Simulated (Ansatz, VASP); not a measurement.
**SiC (Moissanite 3C): VASP beside Ansatz**

Aim: how closely do two programs agree when they are given the same cell, functional and k mesh? The cell is taken from a series of VASP runs on this material, whose earlier steps may have relaxed, scaled or displaced it; both programs get it as it stands.

Program: Ansatz 0.2.0. Level of theory: plane waves, with VASP 6.6.1 beside it; relaxation of cell and atoms at LDA. Results are calculated unless marked as measured.

### Step 1. Starting point

The structure is cubic, space group F-43m (No. 216). Conventional cell: a = 4.331 Å, b = 4.331 Å, c = 4.331 Å, α = 90.00°, β = 90.00°, γ = 90.00°. Si has 4 C at 1.88 Å nearest. Nearest to C lie 4 Si at 1.88 Å. Farther neighbours are not listed.

### Step 2. Ansatz: relaxation of cell and atoms, LDA

Ansatz runs on its default PAW (the set named soft_2) files.

The relaxed volume is the usual yardstick between codes: its relative difference is about their pressure difference at one cell divided by the bulk modulus.

The input, input.yaml:

```yaml
crystal:
  lattice:
    - [0.0, 2.1654392355, 2.1654392355]
    - [2.1654392355, 0.0, 2.1654392355]
    - [2.1654392355, 2.1654392355, 0.0]
  atoms:
    - { symbol: Si, position: [0.0, 0.0, 0.0] }
    - { symbol: C, position: [0.75, 0.75, 0.75] }
hamiltonian:
  xc: lda
  pseudopotentials: { kind: paw }
kpoints:
  mp_grid: { grid: [8, 8, 8] }
scf:
  occupations: { method: gaussian, width: 0.03 }
relax:
  f_tol: 0.01
  max_steps: 60
  cell: { stress_tol: 0.05 }
output:
  forces: true
  stress: true
```

Started as:

```
$ ansatz run input.yaml --threads 4 --pin off --max-ram 9216MiB --backend cpu --events-out ev --progress --plain --runs-dir out
```

Numbers of over 12 decimals in the logs are rounded to 6 here.

The log of the run:

```text
Engine: ansatz 0.2.0, aarch64-unknown-linux-gnu
Pseudopotentials: kind: paw
Pseudopotential: Si, paw, valence charge 4, recommended cutoff 420 eV (normal), Si.paw.azcp
Pseudopotential: C, paw, valence charge 4, recommended cutoff 420 eV (normal), C.paw.azcp
Functional definition: SPW92
  exchange = slater_x
  correlation = pw_c
Crystal: 2 atoms, lattice volume = 20.308 Å³
Basis set: ecut = 420 eV, 411 PW (Γ)
Bands: 8, of which v1, the nominal top of the filled ones, is band 4 counted from 1 (3 counted from 0)
Symmetry: 24 space group operations
Space group: F-43m (ITA 216), of the structure as read, at distance tolerance 2.7e-5 Å
k-points: 29 of 512 (time reversal used)
Non-local potential: Si, projectors of the file, l = 0: 2, l = 1: 2, l = 2: 2
Non-local potential: C, projectors of the file, l = 0: 2, l = 1: 2, l = 2: 1
PAW form: soft (Blöchl's): semilocal exchange-correlation on the pseudo side does not see the compensation charge
PAW frozen core: Si, regenerated for the run's functional, and the local potential with it (the file was generated under x = pbe(κ = 0.804, μ = 0.219515), c = pbe(β = 0.066725))
PAW frozen core: C, regenerated for the run's functional, and the local potential with it (the file was generated under x = pbe(κ = 0.804, μ = 0.219515), c = pbe(β = 0.066725))
PAW one-centre angular grid: Si, 110 points (default); XC on 64 Gauss nodes
PAW one-centre angular grid: C, 110 points (default); XC on 64 Gauss nodes
Initial density: superposition of atomic densities (neutral atoms: chi_scale 0, normalization atom), corrected by the library's trained network
Initial wavefunctions: pseudopotential atomic-orbital guess
Functional: x = slater, c = lda
SCF iter   1: F=—  HF=-852.202910 eV  |F-HF|=—  |Δ(HF+E_count)|=         —  Δρ=7.50e-3  dr2=1.14e-2  ethr=1.77e-3  ⟨swp⟩=5.9  Hψ=1917  notcnv=0
preconditioner: auto → none  [insulator: Δε(μ)=1.230 eV  Ē_g=14.057 eV  σ=0.030 eV  W_gap=1.00  n_scr=0 (ndim 8)  ℏωp=23.3 eV  f_vac=0.000  D(μ)=0.00/eV (n_scr^D=0)  ε∞_Penn≈3.7]
SCF iter   2: F=—  HF=-852.199825 eV  |F-HF|=—  |Δ(HF+E_count)|=   3.08e-3  Δρ=3.44e-3  dr2=1.13e-3  ethr=1.43e-4  ⟨swp⟩=2.3  Hψ=601  notcnv=0
SCF iter   3: F=—  HF=-852.199524 eV  |F-HF|=—  |Δ(HF+E_count)|=   3.01e-4  Δρ=1.45e-3  dr2=1.67e-4  ethr=1.41e-5  ⟨swp⟩=2.4  Hψ=373  notcnv=0
SCF iter   4: F=—  HF=-852.199484 eV  |F-HF|=—  |Δ(HF+E_count)|=   4.04e-5  Δρ=3.05e-4  dr2=7.80e-6  ethr=2.09e-6  ⟨swp⟩=1.0  Hψ=232  notcnv=0
SCF iter   5: F=—  HF=-852.199481 eV  |F-HF|=—  |Δ(HF+E_count)|=   2.48e-6  Δρ=2.45e-5  dr2=5.30e-8  ethr=9.75e-8  ⟨swp⟩=1.4  Hψ=265  notcnv=0
SCF iter   6: F=-852.199481 eV  HF=-852.199481 eV  |F-HF|=5.53e-11  |Δ(HF+E_count)|=   7.14e-9  Δρ=1.46e-6  dr2=1.46e-10  ethr=6.63e-10  ⟨swp⟩=2.4  Hψ=804  notcnv=0
SCF 1 converged in 6 iterations: F = -852.199481 eV  dr2 = 1.46e-10
  greatest PAW one-centre occupation: 0.639 electrons in one spin orbital (limit 2), on the C atom at site 1 (counted from 0), in its partial waves of l = 0
relax step   1: F+E_penalty+E_count = -852.19948117 eV  Δ(F+E_penalty+E_count) = +0.000e0 eV  max|allowed force component| = 4.441e-16 eV/Å  Δτ_max = 0.0000 Å  P = -0.294 GPa  Ω = 20.308 Å³  (6 SCF iters, dr2 threshold 1.00e-7 eV, accepted)
[...]
relax step   2: F+E_penalty+E_count = -852.19953305 eV  Δ(F+E_penalty+E_count) = -5.188e-5 eV  max|allowed force component| = 7.170e-17 eV/Å  Δτ_max = 0.0000 Å  P = -0.140 GPa  Ω = 20.295 Å³  energy of the carried Pulay correction = +3.364e-5 eV  (3 SCF iters, dr2 threshold 2.00e-7 eV, accepted)
[...]
relax step   3: F+E_penalty+E_count = -852.19956871 eV  Δ(F+E_penalty+E_count) = -3.566e-5 eV  max|allowed force component| = 1.596e-16 eV/Å  Δτ_max = 0.0000 Å  P = +0.001 GPa  Ω = 20.282 Å³  energy of the carried Pulay correction = +6.407e-5 eV  (3 SCF iters, dr2 threshold 4.87e-8 eV, accepted)
[...]
relax step   4: F+E_penalty+E_count = -852.19956871 eV  Δ(F+E_penalty+E_count) = -3.079e-9 eV  max|allowed force component| = 1.619e-16 eV/Å  Δτ_max = 0.0000 Å  P = -0.002 GPa  Ω = 20.282 Å³  stress off target by 1.64e-3 GPa  SCF on the basis re-selected at this cell (its energy is not comparable with the rows above)  (4 SCF iters)
basis re-selected at this cell: Δ(F+E_penalty+E_count) = -3.079e-9 eV, ΔP = -0.003 GPa vs the last step (what re-selecting the basis moved, of the pressure what is left beyond the Pulay correction that the steps carried, after the strain that the cell walked since its last selection, with what the two solves' SCF thresholds leave and, on support functions, any second-order correction that the steps lacked; it is no m [...]
SCF converged after 4 iterations
Free energy (F): -852.199569 eV
Harris-Foulkes:  -852.199569 eV  (|F-HF|=1.00e-11)
Internal energy: -852.199569 eV  (E = F + TS)
E sigma→0 (E₀):  -852.199569 eV
Fermi energy:    10.147269 eV
--- Per-component energies (eV) ---
  E_band       = 28.656457
  E_kinetic    = 136.802489
  E_local      = -105.070239  (includes V_loc(G=0)·N_el)
  E_nonlocal   = 54.183095
  E_hartree    = 31.585448
  E_xc         = -105.072606
  E_vxc        = -109.833618  (∫ρ·V_xc dr)
  E_paw        = -578.086548  (= ΣΔE_a)
  E_vpaw       = -10.596215  (= ΣTr[D̂ρ^β])
  E_aug_tail   = 0.000016  (compensation charges beyond the density's cutoff)
  E_ewald      = -286.688387
  E_core_change = 0.147163  (= ΣΔE_core)
  E_smearing   = -0.000000  (= −TS)
  E_closure    = 0.000000  (closes the sum)
  Σ components = -852.199569   (vs F -852.199569, Δ=0.00e0)
--- Forces (eV/Å), atoms counted from 1 ---
  atom   1  Si    -0.00000000     0.00000000     0.00000000
  atom   2  C     -0.00000000    -0.00000000    -0.00000000
  max |Σ_I F_I| component: 1.30e-16 eV/Å
--- Stress (GPa, compression-positive) ---
       -0.001639       0.000000       0.000000
        0.000000      -0.001639       0.000000
        0.000000       0.000000      -0.001639
  P = ⅓ Tr σ = -0.0016 GPa (-0.016 kbar)
--- Relaxed structure (3 steps of the walk, 3 accepted, 1 SCFs on fresh bases) ---
  F+E_penalty+E_count = -852.19956871 eV   max|allowed force component| = 1.619e-16 eV/Å   (the final SCF, on the basis selected at the relaxed cell)
  cell:  # Å, volume = 20.2823 Å³
    - [0, 2.164524, 2.164524]
    - [2.164524, 0, 2.164524]
    - [2.164524, 2.164524, 0]
  atoms:
    - { symbol: Si, position: [0, 0, 0] }
    - { symbol: C, position: [0.750000, 0.750000, 0.750000] }
```

It took 0.65 s on 4 threads of Arm Neoverse V2, shared host; peak memory 0.25 GiB.

### Step 3. VASP: relaxation of cell and atoms, LDA

The same cell, functional (in two slightly different forms), mesh and smearing now go to VASP, with its own data sets and cutoff.

Lines of VASP's logs that name or quote its potential files are left out, and so is its time.

The input, INCAR:

```
SYSTEM = SiC
PREC = Accurate
ENCUT = 560
EDIFF = 1E-07
NELM = 100
ISMEAR = 0
SIGMA = 0.03
LREAL = .FALSE.
ALGO = Normal
GGA = CA
NBANDS = 10
LORBIT = 11
LWAVE = .FALSE.
LCHARG = .FALSE.
KPAR = 4
IBRION = 2
NSW = 50
ISIF = 3
EDIFFG = -0.002
```

The input, POSCAR:

```
SiC
1.0
    0.0000000000      2.1654392355      2.1654392355
    2.1654392355      0.0000000000      2.1654392355
    2.1654392355      2.1654392355      0.0000000000
Si C
1 1
Direct
    0.0000000000      0.0000000000      0.0000000000
    0.7500000000      0.7500000000      0.7500000000
```

The input, KPOINTS:

```
Automatic mesh
0
Gamma
8 8 8
0 0 0
```

PAW data sets: Si and C (LDA family, release 64).

Started as:

```
$ mpirun -np 4 vasp_std
```

The log of the run:

```text
[banner, memory and clock lines left out]
running    4 mpi-ranks, on    1 nodes
 distrk:  each k-point on    1 cores,    4 groups
 distr:  one band on    1 cores,    1 groups

 POSCAR found type information on POSCAR SiC
 POSCAR found :  2 types and       2 ions
 LDA part: xc-table for (Slater(with rela. corr.)+CA(PZ))
 , standard interpolation
 POSCAR, INCAR and KPOINTS ok, starting setup
 FFT: planning ... GRIDC
 FFT: planning ... GRID_SOFT
 FFT: planning ... GRID
 WAVECAR not read
 entering main loop
       N       E                     dE             d eps       ncg     rms          rms(c)
DAV:   1     0.450361108210E+01    0.45036E+01   -0.42555E+03   590   0.721E+02
DAV:   2    -0.180375985246E+02   -0.22541E+02   -0.21162E+02   790   0.118E+02
DAV:   3    -0.187315875799E+02   -0.69399E+00   -0.69320E+00   678   0.186E+01
DAV:   4    -0.187346806740E+02   -0.30931E-02   -0.30928E-02   676   0.159E+00
DAV:   5    -0.187346954174E+02   -0.14743E-04   -0.14743E-04   680   0.103E-01    0.926E+00
DAV:   6    -0.167383231847E+02    0.19964E+01   -0.75339E+00   608   0.132E+01    0.409E+00
DAV:   7    -0.166630489337E+02    0.75274E-01   -0.39264E-01   688   0.392E+00    0.182E+00
DAV:   8    -0.166424674220E+02    0.20582E-01   -0.27296E-02   608   0.107E+00    0.179E-01
DAV:   9    -0.166420971408E+02    0.37028E-03   -0.18209E-03   732   0.249E-01    0.946E-02
DAV:  10    -0.166421107888E+02   -0.13648E-04   -0.11019E-04   616   0.709E-02    0.317E-02
DAV:  11    -0.166421111628E+02   -0.37401E-06   -0.29475E-06   690   0.118E-02    0.134E-02
DAV:  12    -0.166421109355E+02    0.22723E-06   -0.67478E-07   608   0.425E-03    0.580E-04
DAV:  13    -0.166421109397E+02   -0.41367E-08   -0.27527E-08   310   0.114E-03
   1 F= -.16642111E+02 E0= -.16642111E+02  d E =-.166421E+02
 curvature:   0.00 expect dE= 0.000E+00 dE for cont linesearch  0.000E+00
 trial: gam= 0.00000 g(F)=  0.135E-47 g(S)=  0.115E-05 ort = 0.000E+00 (trialstep = 0.100E+01)
 search vector abs. value=  0.115E-05
 reached required accuracy - stopping structural energy minimisation
```

OUTCAR, selected parts (step 3):

```text
ion  position               nearest neighbor table
   1  0.000  0.000  0.000-   2 1.88   2 1.88   2 1.88   2 1.88
   2  0.750  0.750  0.750-   1 1.88   1 1.88   1 1.88   1 1.88

  LATTYP: Found a face centered cubic cell.
 ALAT       =     4.3308784710

 Subroutine GETGRP returns: Found 24 space group operations
 (whereof 24 operations were pure point group operations)

The static configuration has the point symmetry T_d .

 Found     29 irreducible k-points:

   k-points           NKPTS =     29   k-points in BZ     NKDIM =     29   number of bands    NBANDS=     10

   dimension x,y,z NGX =    24 NGY =   24 NGZ =   24
   dimension x,y,z NGXF=    48 NGYF=   48 NGZF=   48

   ENCUT  =  560.0 eV  41.16 Ry    6.42 a.u.   5.91  5.91  5.91*2*pi/ulx,y,z

   NELECT =       8.0000    total number of electrons

 k-points in reciprocal lattice and weights: Automatic mesh
   0.00000000  0.00000000  0.00000000       0.002
   0.12500000  0.00000000  0.00000000       0.016
   0.25000000  0.00000000  0.00000000       0.016
   0.37500000  0.00000000  0.00000000       0.016
   0.50000000  0.00000000  0.00000000       0.008
   0.12500000  0.12500000  0.00000000       0.012
   0.25000000  0.12500000  0.00000000       0.047
   0.37500000  0.12500000  0.00000000       0.047
   0.50000000  0.12500000  0.00000000       0.047
[...]
-0.37500000  0.50000000  0.12500000       0.023
  -0.25000000  0.50000000  0.25000000       0.012

 average (electrostatic) potential at core
       1 -81.6708       2 -48.7616

 E-fermi :   8.4162

 k-point     1 :       0.0000    0.0000    0.0000
  band No.  band energies     occupation
      1      -7.1865      2.00000
      2       8.2768      2.00000
      3       8.2768      2.00000
      4       8.2768      2.00000
      5      14.7893      0.00000
      6      15.5979      0.00000
      7      15.5979      0.00000
      8      15.5979      0.00000
      9      22.8449      0.00000
    ...

 k-point     2 :       0.1250    0.0000    0.0000
  band No.  band energies     occupation
      1      -6.8762      2.00000
      2       6.8012      2.00000
      3       8.0741      2.00000
      4       8.0741      2.00000
      5      14.9073      0.00000
      6      15.9513      0.00000
      7      15.9513      0.00000
      8      16.2062      0.00000
      9      21.5888      0.00000
    ...

 k-point     3 :       0.2500    0.0000    0.0000
  band No.  band energies     occupation
      1      -5.9670      2.00000
      2       3.9731      2.00000
      3       7.6663      2.00000
      4       7.6663      2.00000
      5      14.3843      0.00000
      6      16.1900      0.00000
      7      16.1900      0.00000
      8      17.6967      0.00000
      9      21.4146      0.00000
    ...

  Total        0.0039885      0.0039885      0.0039885      0.0000000      0.0000000      0.0000000
  in kB        0.3146708      0.3146708      0.3146708      0.0000000      0.0000000      0.0000000
  external PRESSURE =       0.3146708 kB  Pullay stress =       0.0000000 kB

  energy-cutoff  :      560.00
  volume of cell :       20.31
      direct lattice vectors                 reciprocal lattice vectors
     0.000000000  2.165439236  2.165439236    -0.230900037  0.230900037  0.230900037
     2.165439236  0.000000000  2.165439236     0.230900037 -0.230900037  0.230900037
     2.165439236  2.165439236  0.000000000     0.230900037  0.230900037 -0.230900037

 POSITION                                       TOTAL-FORCE (eV/Angst)
 -----------------------------------------------------------------------------------
      0.00000      0.00000      0.00000        -0.000000     -0.000000     -0.000000
      3.24816      3.24816      3.24816         0.000000      0.000000      0.000000
 -----------------------------------------------------------------------------------
    total drift:                               -0.000000     -0.000000     -0.000000

  FREE ENERGIE OF THE ION-ELECTRON SYSTEM (eV)
  ---------------------------------------------------
  free  energy   TOTEN  =       -16.6421109397 eV

  energy  without entropy=      -16.6421109397  energy(sigma->0) =      -16.64211094

 reached required accuracy - stopping structural energy minimisation

 total charge
# of ion       s       p       d       tot
------------------------------------------
    1        0.714   0.997   0.000   1.711
    2        0.829   1.729   0.000   2.558
--------------------------------------------------
tot          1.543   2.725   0.000   4.269

[... 3 further parts left out ...]
```

CONTCAR:

```
SiC
   1.00000000000000
     0.0000000000000000    2.1654392355000001    2.1654392355000001
     2.1654392355000001    0.0000000000000000    2.1654392355000001
     2.1654392355000001    2.1654392355000001    0.0000000000000000
  Si              C
     1     1
Direct
     0.0000000000000000    0.0000000000000000    0.0000000000000000
     0.7500000000000000    0.7500000000000000    0.7500000000000000
```

### Step 4. Side by side

Known differences besides the potentials themselves: the two LDA forms differ slightly; both relaxations stop at a tolerance, which leaves soft axes loose, and VASP keeps its plane-wave basis; the cutoff is 420 eV in Ansatz and 560 eV in VASP; VASP's log shows a relativistic correction to its local exchange, Ansatz's none; Ansatz adds a Pulay correction to the stress that steers its cell, VASP none. Total energies have different zeros and are not compared.

Compared:

```
                                         quantity  Ansatz   VASP  difference
                                      volume (Å³)   20.28  20.31     -0.13 %
edge a after relaxation, in the typed setting (Å)   3.061  3.062     -0.04 %
```

The walks stopped with 0.00 GPa left in Ansatz and 0.03 GPa in VASP; each walk ends within a tolerance, so the volume difference is uncertain by about these residues over the bulk modulus, most in soft cells.

### Step 5. Summary of results

- difference in volume (relaxation of cell and atoms, LDA): -0.13 %

The difference in volume is -0.13 % (relaxation of cell and atoms, LDA), within the 1.2 % picked in this series as the mark of a large difference, as far as the stopping tolerances let one tell. Such differences can come from data sets, numerical settings and the points named under the comparisons, not from the functional's error against experiment.

[Lines on the potential files, build, host, timing and source positions are cut from VASP's logs without a mark.]

[Logs are printed without paths, hosts, clocks, repeated set-up lines and the standing remarks that a program may print on its own settings, such as how far it seeks lower states.]

[Hosts, paths, dates, database ids (printed as entryN), source tags and the programs' standing remarks are cut or masked in the printed files.]
